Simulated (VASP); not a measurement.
# SnTe (Fm-3m) in VASP: further runs, part 2 of 2

VASP 6.6.1. The steps go on from the part before.

### 5 Relaxation of cell and atoms, PBE+D3(BJ)

This run uses another cell than the first one, of 31.28 Å³/atom, 1.006 times its volume.

The input, INCAR:

```
SYSTEM = SnTe
PREC     = Accurate       ! precision mode
ENCUT    = 600            ! plane-wave cutoff, eV
EDIFF    = 1E-6           ! SCF threshold, eV
ISMEAR   = 0              ! smearing method
SIGMA    = 0.03           ! smearing width, eV
LREAL    = .FALSE.        ! projectors in reciprocal space
LASPH    = .TRUE.         ! aspherical terms in the spheres
NELM     = 80             ! most SCF steps
ALGO     = Normal         ! electronic algorithm
ISIF     = 3              ! what is computed and relaxed
LWAVE    = .FALSE.        ! write WAVECAR
LCHARG   = .FALSE.        ! write CHGCAR
GGA      = PE             ! functional
IVDW     = 12             ! dispersion correction
IBRION   = 2              ! ionic algorithm
NSW      = 90             ! ionic steps
EDIFFG   = -0.01          ! ionic threshold
```

The input, KPOINTS:

```
Automatic mesh
0
G
  10 10 10
  0 0 0
```

The input, POSCAR:

```
SnTe
1.0
    0.0000000000      3.1508500000      3.1508500000
    3.1508500000      0.0000000000      3.1508500000
    3.1508500000      3.1508500000      0.0000000000
Sn Te
1 1
Direct
    0.0000000000      0.0000000000      0.0000000000
    0.5000000000      0.5000000000      0.5000000000
```

Potentials or basis: VASP PAW PBE potentials, release 64 (Sn_d, Te).

Run with:

```bash
$ cat potpaw_PBE.64/Sn_d/POTCAR potpaw_PBE.64/Te/POTCAR > POTCAR
$ mpirun -np 1 vasp_std > vasp.out
```

OUTCAR:

```text
SYSTEM = SnTe
   PREC = Accurate
   ENCUT = 600
   EDIFF = 1E-6
   ISMEAR = 0
   LREAL = .FALSE.
   LASPH = .TRUE.
   NELM = 80
   ISIF = 3
   GGA = PE
   IVDW = 12
   IBRION = 2
   NSW = 90
   EDIFFG = -0.01
 IVDW          = 12

 ion  position               nearest neighbor table
   1  0.000  0.000  0.000-   2 3.15   2 3.15   2 3.15   2 3.15   2 3.15   2 3.15
   2  0.500  0.500  0.500-   1 3.15   1 3.15   1 3.15   1 3.15   1 3.15   1 3.15

  LATTYP: Found a face centered cubic cell.
 ALAT       =     6.3017000000

  Lattice vectors:

 A1 = (   0.0000000000,   3.1508500000,   3.1508500000)
 A2 = (   3.1508500000,   0.0000000000,   3.1508500000)
 A3 = (   3.1508500000,   3.1508500000,   0.0000000000)

Analysis of symmetry for initial positions (statically):
=====================================================================
 Subroutine PRICEL returns:
 Original cell was already a primitive cell.

 Routine SETGRP: Setting up the symmetry group for a
 face centered cubic supercell.

 Subroutine GETGRP returns: Found 48 space group operations
 (whereof 48 operations were pure point group operations)
 out of a pool of 48 trial point group operations.

The static configuration has the point symmetry O_h .

Analysis of symmetry for dynamics (positions and initial velocities):
=====================================================================
 Subroutine PRICEL returns:
 Original cell was already a primitive cell.

 Routine SETGRP: Setting up the symmetry group for a
 face centered cubic supercell.

 Subroutine GETGRP returns: Found 48 space group operations
 (whereof 48 operations were pure point group operations)
 out of a pool of 48 trial point group operations.

The dynamic configuration has the point symmetry O_h .

 Subroutine INISYM returns: Found 48 space group operations
 (whereof 48 operations are pure point group operations),
 and found     1 'primitive' translations

[... 181 lines left out ...]

--------------------------------------- Ionic step        2  -------------------------------------------

 number of electron      19.9999999 magnetization

 Free energy of the ion-electron system (eV)
  ---------------------------------------------------
  ext. energy  EPLUGINS =         0.00000000
  ---------------------------------------------------
  free energy    TOTEN  =        -7.54507705 eV

  energy without entropy =       -7.54506045  energy(sigma->0) =       -7.54506875

 E-fermi :   6.9797     XC(G=0):  -9.4815

 val. band max:        6.9362333571   @ k =   0.5000   0.0000   0.0000
 cond. band min:       7.0231648783   @ k =   0.5000   0.0000   0.0000
 fundamental gap:      0.0869315212
 Fermi energy:         6.9796991155

 k-point     1 :       0.0000    0.0000    0.0000
  band No.  band energies     occupation
      1     -14.9809      2.00000
      2     -14.9809      2.00000
      3     -14.9753      2.00000
      4     -14.9753      2.00000
      5     -14.9753      2.00000
      6      -5.8611      2.00000
      7       2.2331      2.00000
      8       4.7848      2.00000
      9       4.7848      2.00000
     10       4.7848      2.00000
     11      10.2662      0.00000
     12      10.2662      0.00000
     13      10.2662      0.00000
     14      11.6773      0.00000
[... 377 lines left out ...]
      1     -14.9935      2.00000
      2     -14.9780      2.00000
      3     -14.9777      2.00000
      4     -14.9672      2.00000
      5     -14.9669      2.00000
      6      -4.6777      2.00000
      7       0.0338      2.00000
      8       2.9691      2.00000
      9       3.5341      2.00000
     10       3.7424      2.00000
     11       9.6399      0.00000
     12      10.7713      0.00000
     13      10.8730      0.00000
     14      11.2399      0.00000

 [... further k-points ...]

------------------------ aborting loop because EDIFF is reached ----------------------------------------

 Edisp (eV)   -0.79944

 E8    (eV) :    -0.3768

  FORCE on cell =-STRESS in cart. coord.  units (eV):
  Direction    XX          YY          ZZ          XY          YZ          ZX
  --------------------------------------------------------------------------------------
  -------------------------------------------------------------------------------------
  Total       0.00585     0.00585     0.00585    -0.00000     0.00000    -0.00000
  in kB       0.14946     0.14946     0.14946    -0.00000     0.00000    -0.00000
  external pressure =        0.15 kB  Pullay stress =        0.00 kB

 VOLUME and BASIS-vectors are now :
 -----------------------------------------------------------------------------
  energy-cutoff  :      600.00
  volume of cell :       62.74
      direct lattice vectors                 reciprocal lattice vectors
     0.000000000  3.153867296  3.153867296    -0.158535523  0.158535523  0.158535523
     3.153867296  0.000000000  3.153867296     0.158535523 -0.158535523  0.158535523
     3.153867296  3.153867296  0.000000000     0.158535523  0.158535523 -0.158535523

 POSITION                                       TOTAL-FORCE (eV/Angst)
 -----------------------------------------------------------------------------------
      6.30773      6.30773      6.30773         0.000000      0.000000      0.000000
      3.15387      3.15387      3.15387         0.000000      0.000000      0.000000
 -----------------------------------------------------------------------------------
    total drift:                                0.000000      0.000000      0.000000

  FREE ENERGIE OF THE ION-ELECTRON SYSTEM (eV)
  ---------------------------------------------------
  free  energy   TOTEN  =        -8.3445212970 eV

  energy  without entropy=       -8.3445047023  energy(sigma->0) =       -8.34451300

 reached required accuracy - stopping structural energy minimisation
```

CONTCAR:

```text
SnTe
   1.00000000000000
     0.0000000000000000    3.1538672957155245    3.1538672957155245
     3.1538672957155245    0.0000000000000000    3.1538672957155245
     3.1538672957155245    3.1538672957155245    0.0000000000000000
  Sn              Te
     1     1
Direct
     1.0000000000000000    1.0000000000000000    1.0000000000000000
     0.5000000000000000    0.5000000000000000    0.5000000000000000

  0.00000000E+00  0.00000000E+00  0.00000000E+00
  0.00000000E+00  0.00000000E+00  0.00000000E+00
```

Run time: 35 s. Hardware: 1 thread of Intel Xeon Platinum 8488C (Sapphire Rapids), shared host; peak memory 0.24 GiB.

Results:

* Free energy: -8.3445 eV
* Relaxed volume: 31.37 Å³/atom
* Relaxed cell: a = 4.460 Å, b = 4.460 Å, c = 4.460 Å, α = 60.00°, β = 60.00°, γ = 60.00°
* Space group after relaxing (to 0.05 Å): Fm-3m (No. 225)
* Energy gained by relaxing: 0.0 meV/atom
* Ionic steps: 2
* Pressure after relaxing: 0.0 GPa
* Band gap on the k mesh: 0.09 eV, direct
* Dispersion energy per atom: -0.400 eV

Final structure:
```
Sn Te
1.0
     0.00000    3.15387    3.15387
     3.15387    0.00000    3.15387
     3.15387    3.15387    0.00000
Sn Te
1 1
Direct
  0.00000 0.00000 0.00000
  0.50000 0.50000 0.50000
```

Levels at points of the mesh, in eV from the valence-band top:
| k point | band 6 | band 7 | band 8 | band 9 | band 10 | band 11 | band 12 | band 13 | band 14 |
| --- | --- | --- | --- | --- | --- | --- | --- | --- | --- |
| (0.00, 0.00, 0.00) | -12.80 | -4.70 | -2.15 | -2.15 | -2.15 | 3.33 | 3.33 | 3.33 | 4.74 |
| (0.50, 0.00, 0.00) | -11.52 | -8.34 | -1.82 | -1.82 | 0.00 | 0.09 | 0.36 | 0.36 | 7.76 |
| (0.50, 0.50, 0.00) | -11.22 | -6.48 | -5.57 | -3.75 | -3.75 | 2.17 | 4.90 | 4.90 | 6.36 |

Caveat: spin-orbit coupling is left out, which moves the levels of the heavy elements. A k mesh can miss the band edges.

### 6 Relaxation of cell and atoms, PBE+D3(BJ)

This run uses another cell than the first one, of 31.37 Å³/atom, 1.009 times its volume.

Changes to INCAR since step 5:

```diff
@@ -3,3 +3,3 @@
 ENCUT    = 600            ! plane-wave cutoff, eV
-EDIFF    = 1E-6           ! SCF threshold, eV
+EDIFF    = 1E-7           ! SCF threshold, eV
 ISMEAR   = 0              ! smearing method
@@ -17,2 +17,2 @@
 NSW      = 90             ! ionic steps
-EDIFFG   = -0.01          ! ionic threshold
+EDIFFG   = -0.005         ! ionic threshold
```

KPOINTS is that of step 5.

The input, POSCAR:

```
SnTe                                    
1.0
    0.0000000000      3.1538672957      3.1538672957
    3.1538672957      0.0000000000      3.1538672957
    3.1538672957      3.1538672957      0.0000000000
  Sn              Te            
     1     1
Direct
     1.0000000000000000    1.0000000000000000    1.0000000000000000
     0.5000000000000000    0.5000000000000000    0.5000000000000000
```

Potentials or basis: VASP PAW PBE potentials, release 64 (Sn_d, Te).

Run with:

```bash
$ cat potpaw_PBE.64/Sn_d/POTCAR potpaw_PBE.64/Te/POTCAR > POTCAR
$ mpirun -np 1 vasp_std > vasp.out
```

OUTCAR:

```text
SYSTEM = SnTe
   PREC = Accurate
   ENCUT = 600
   EDIFF = 1E-7
   ISMEAR = 0
   LREAL = .FALSE.
   LASPH = .TRUE.
   NELM = 80
   ISIF = 3
   GGA = PE
   IVDW = 12
   IBRION = 2
   NSW = 90
   EDIFFG = -0.005
 IVDW          = 12

 ion  position               nearest neighbor table
   1  0.000  0.000  0.000-   2 3.15   2 3.15   2 3.15   2 3.15   2 3.15   2 3.15
   2  0.500  0.500  0.500-   1 3.15   1 3.15   1 3.15   1 3.15   1 3.15   1 3.15

  LATTYP: Found a face centered cubic cell.
 ALAT       =     6.3077345914

  Lattice vectors:

 A1 = (   0.0000000000,   3.1538672957,   3.1538672957)
 A2 = (   3.1538672957,   0.0000000000,   3.1538672957)
 A3 = (   3.1538672957,   3.1538672957,   0.0000000000)

Analysis of symmetry for initial positions (statically):
=====================================================================
 Subroutine PRICEL returns:
 Original cell was already a primitive cell.

 Routine SETGRP: Setting up the symmetry group for a
 face centered cubic supercell.

 Subroutine GETGRP returns: Found 48 space group operations
[... 182 lines left out ...]
      7       2.2332      2.00000
      8       4.7849      2.00000
      9       4.7849      2.00000
     10       4.7849      2.00000
     11      10.2662      0.00000
     12      10.2662      0.00000
     13      10.2662      0.00000
     14      11.6773      0.00000
[... 377 lines left out ...]
      1     -14.9934      2.00000
      2     -14.9779      2.00000
      3     -14.9776      2.00000
      4     -14.9672      2.00000
      5     -14.9668      2.00000
      6      -4.6776      2.00000
      7       0.0339      2.00000
      8       2.9692      2.00000
      9       3.5341      2.00000
     10       3.7425      2.00000
     11       9.6399      0.00000
     12      10.7714      0.00000
     13      10.8731      0.00000
     14      11.2400      0.00000

 [... further k-points ...]

------------------------ aborting loop because EDIFF is reached ----------------------------------------

 Edisp (eV)   -0.79944

 E8    (eV) :    -0.3768

  FORCE on cell =-STRESS in cart. coord.  units (eV):
  Direction    XX          YY          ZZ          XY          YZ          ZX
  --------------------------------------------------------------------------------------
  -------------------------------------------------------------------------------------
  Total       0.00776     0.00776     0.00776    -0.00000    -0.00000     0.00000
  in kB       0.19824     0.19824     0.19824    -0.00000    -0.00000     0.00000
  external pressure =        0.20 kB  Pullay stress =        0.00 kB

 VOLUME and BASIS-vectors are now :
 -----------------------------------------------------------------------------
  energy-cutoff  :      600.00
  volume of cell :       62.74
      direct lattice vectors                 reciprocal lattice vectors
     0.000000000  3.153867296  3.153867296    -0.158535523  0.158535523  0.158535523
     3.153867296  0.000000000  3.153867296     0.158535523 -0.158535523  0.158535523
     3.153867296  3.153867296  0.000000000     0.158535523  0.158535523 -0.158535523

 POSITION                                       TOTAL-FORCE (eV/Angst)
 -----------------------------------------------------------------------------------
      0.00000      0.00000      0.00000        -0.000000      0.000000     -0.000000
      3.15387      3.15387      3.15387         0.000000     -0.000000      0.000000
 -----------------------------------------------------------------------------------
    total drift:                               -0.000000      0.000000      0.000000

  FREE ENERGIE OF THE ION-ELECTRON SYSTEM (eV)
  ---------------------------------------------------
  free  energy   TOTEN  =        -8.3445341068 eV

  energy  without entropy=       -8.3445175281  energy(sigma->0) =       -8.34452582

 reached required accuracy - stopping structural energy minimisation
```

Run time: 26 s. Hardware: 1 thread of Intel Xeon Platinum 8488C (Sapphire Rapids), shared host; peak memory 0.24 GiB.

Results:

```yaml
Free_energy: -8.3445 eV
Pressure_after_relaxing: 0.0 GPa
Band_gap_on_the_k_mesh: 0.09 eV, direct
Dispersion_energy_per_atom: -0.400 eV
```

Final structure:
```xyz
2
Lattice="0.0000 3.1539 3.1539 3.1539 0.0000 3.1539 3.1539 3.1539 0.0000" Properties=species:S:1:pos:R:3 pbc="T T T"
Sn    0.0000    0.0000    0.0000
Te    3.1539    3.1539    3.1539
```

Levels at points of the mesh, in eV from the valence-band top:
```csv
k point,band 8,band 9,band 10,band 11,band 12,band 13
"(0.00, 0.00, 0.00)",-2.15,-2.15,-2.15,3.33,3.33,3.33
"(0.50, 0.00, 0.00)",-1.82,-1.82,0.00,0.09,0.36,0.36
"(0.50, 0.50, 0.00)",-5.57,-3.75,-3.75,2.17,4.90,4.90
```

Caveat: the relaxation stopped at its first step, so nothing moved; spin-orbit coupling is left out, which moves the levels of the heavy elements.

### 7 Summary

```csv
level,gap on the mesh (eV),pressure (GPa)
PBEsol,0.16,0.0
RPBE,0.17,0.0
PBE+D3(BJ),0.09,0.0
```

Alike in all rows: task relaxation of cell and atoms; potentials or basis VASP PAW PBE potentials, release 64 (Sn_d, Te); no spin polarisation; cell relaxed; k mesh 10 × 10 × 10; cutoff (eV) 600; smearing gaussian 0.03 eV.

Caveats: the relaxation stopped at its first step, so nothing moved; spin-orbit coupling is left out, which moves the levels of the heavy elements; the PAW data sets were made with another functional, which shifts forces and pressure a little (some runs).

Absolute energies hang on the potentials; compare differences alone.
